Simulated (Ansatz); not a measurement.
Molecular dynamics of WC

input.yaml

```yaml
accuracy: low
crystal:
  lattice:
    - [-2.84777, -4.932482, 0.0]
    - [4.271655, -2.466241, 0.0]
    - [0.0, 0.0, 5.59454]
  atoms:
    - { symbol: W, position: [0.74241501, 0.5248494, -0.02039372] }
    - { symbol: C, position: [0.48702837, 0.68771574, 0.25033743] }
    - { symbol: W, position: [0.74693947, 0.51161747, 0.46987386] }
    - { symbol: C, position: [0.47702944, 0.70000048, 0.71405431] }
    - { symbol: W, position: [0.48378536, -0.00208664, -0.01753489] }
    - { symbol: C, position: [0.24403968, 0.21163431, 0.17722712] }
    - { symbol: W, position: [0.49717227, 0.00169209, 0.4859624] }
    - { symbol: C, position: [0.24949196, 0.19873765, 0.73439302] }
    - { symbol: W, position: [0.24409474, 0.55534643, -0.03103559] }
    - { symbol: C, position: [-0.03618911, 0.7057951, 0.19904725] }
    - { symbol: W, position: [0.2528868, 0.5190771, 0.46855664] }
    - { symbol: C, position: [0.00976421, 0.7086532, 0.7186028] }
    - { symbol: W, position: [0.00029951, 0.01799544, -0.05282638] }
    - { symbol: C, position: [0.75873102, 0.18697229, 0.20078854] }
    - { symbol: W, position: [0.00577866, 0.02700548, 0.46884693] }
    - { symbol: C, position: [0.73938977, 0.17102256, 0.75302373] }
basis:
  ecutwfc: 420.0
kpoints:
  mp_grid: { grid: [2, 2, 2] }
hamiltonian:
  xc: pbe
  pseudopotentials: { kind: paw, azcp: { folder: soft_1 } }
scf:
  occupations: { method: fermi_dirac, width: 0.17 }
  lower_state_search: "off"
md:
  timestep: 1
  n_steps: 220
  ensemble: nvt_langevin
  temperature: 1600.0
  initial_velocities: maxwell_boltzmann
  seed: 454320
  friction: 0.02
  temperature_schedule:
    - { n_steps: 165, end_temperature: 300.0 }
    - { n_steps: 55, end_temperature: 300.0 }
```

Run as:

```bash
$ ansatz run input.yaml --threads 1 --pin off --max-ram 3072MiB --backend cpu --events-out ev --progress --plain --runs-dir out
```

It goes on from the last frame of an earlier run, with new velocities.

Output, in part (step lines):

```
md step     0: t =     0.00 fs  T =  1500.0 K (target 1600.0 K)  F+E_penalty+E_count = -85091.29136910 eV  E_kin = 3.102240 eV  (10 SCF iters)
md step     1: t =     1.00 fs  T =  1778.3 K (target 1596.1 K)  F+E_penalty+E_count = -85091.56524124 eV  E_kin = 3.677807 eV  (7 SCF iters)
md step     2: t =     2.00 fs  T =  1855.0 K (target 1588.2 K)  F+E_penalty+E_count = -85091.84681816 eV  E_kin = 3.836424 eV  (7 SCF iters)
md step     3: t =     3.00 fs  T =  1978.6 K (target 1580.3 K)  F+E_penalty+E_count = -85092.09506505 eV  E_kin = 4.092059 eV  (8 SCF iters)
md step     4: t =     4.00 fs  T =  1898.0 K (target 1572.4 K)  F+E_penalty+E_count = -85092.30073626 eV  E_kin = 3.925383 eV  (8 SCF iters)
md step     5: t =     5.00 fs  T =  1869.9 K (target 1564.5 K)  F+E_penalty+E_count = -85092.45788978 eV  E_kin = 3.867208 eV  (6 SCF iters)
md step     6: t =     6.00 fs  T =  2069.0 K (target 1556.7 K)  F+E_penalty+E_count = -85092.56207784 eV  E_kin = 4.278986 eV  (6 SCF iters)
md step     7: t =     7.00 fs  T =  2149.2 K (target 1548.8 K)  F+E_penalty+E_count = -85092.61762948 eV  E_kin = 4.444899 eV  (5 SCF iters)
[... lines left out ...]
md step   219: t =   219.00 fs  T =   383.8 K (target 300.0 K)  F+E_penalty+E_count = -85094.62896965 eV  E_kin = 0.793821 eV  (5 SCF iters)
md step   220: t =   220.00 fs  T =   392.9 K (target 300.0 K)  F+E_penalty+E_count = -85094.64053529 eV  E_kin = 0.812668 eV  (7 SCF iters)
```

The steps, from the saved trajectory:

| time (fs) | T (K) | potential energy less start (eV) |
| --- | --- | --- |
| 0.0 | 1500 | 0.000 |
| 7.0 | 2149 | -1.326 |
| 14.0 | 1974 | -1.283 |
| 21.0 | 1552 | -1.038 |
| 28.0 | 1690 | -1.560 |
| 35.0 | 1564 | -1.996 |
| 42.0 | 1443 | -1.454 |
| 49.0 | 1211 | -1.071 |
| 56.0 | 1551 | -1.599 |
| 63.0 | 1192 | -1.631 |
| 70.0 | 1260 | -1.792 |
| 77.0 | 1161 | -1.924 |
| 84.0 | 1192 | -2.474 |
| 91.0 | 1239 | -2.552 |
| 98.0 | 1137 | -2.214 |
| 105.0 | 828 | -1.987 |
| 112.0 | 637 | -2.265 |
| 119.0 | 730 | -2.598 |
| 126.0 | 724 | -2.906 |
| 133.0 | 850 | -3.275 |
| 140.0 | 768 | -3.216 |
| 147.0 | 745 | -3.336 |
| 154.0 | 599 | -3.304 |
| 161.0 | 467 | -3.143 |
| 168.0 | 499 | -3.340 |
| 175.0 | 521 | -3.419 |
| 182.0 | 509 | -3.307 |
| 189.0 | 486 | -3.197 |
| 196.0 | 401 | -3.153 |
| 203.0 | 348 | -3.222 |
| 210.0 | 354 | -3.243 |
| 217.0 | 414 | -3.317 |

The run went to its last step. The schedule's set-point averaged 409 K over the second half and the system 567 K, so it lags behind the ramp. A run of 0.22 ps of so small a system gives no equilibrium averages. Limits of this set-up: coarse k mesh, low accuracy level.

Mean squared displacements from the first frame to the last, about the centre of mass: W 0.01 Å², C 0.03 Å².

Last frame:

```xyz
16
Lattice="-2.8478 -4.9325 0.0000 4.2717 -2.4662 0.0000 0.0000 0.0000 5.5945" Properties=species:S:1:pos:R:3
W 0.223 -4.894 -0.078
C 1.650 -4.037 1.337
W 0.183 -4.863 2.679
C 1.604 -4.086 4.075
W -1.290 -2.518 -0.133
C 0.168 -1.678 1.185
W -1.300 -2.484 2.646
C 0.116 -1.669 4.024
W 1.670 -2.440 -0.154
C 3.054 -1.659 1.213
W 1.549 -2.454 2.616
C 2.942 -1.562 4.084
W 0.162 -0.072 -0.157
C -1.332 -4.150 1.235
W 0.111 0.010 2.697
C -1.250 -4.066 4.059
```

Run time: 18 min on 1 thread of Arm Neoverse V2, on a shared host, peak memory 0.49 GiB.
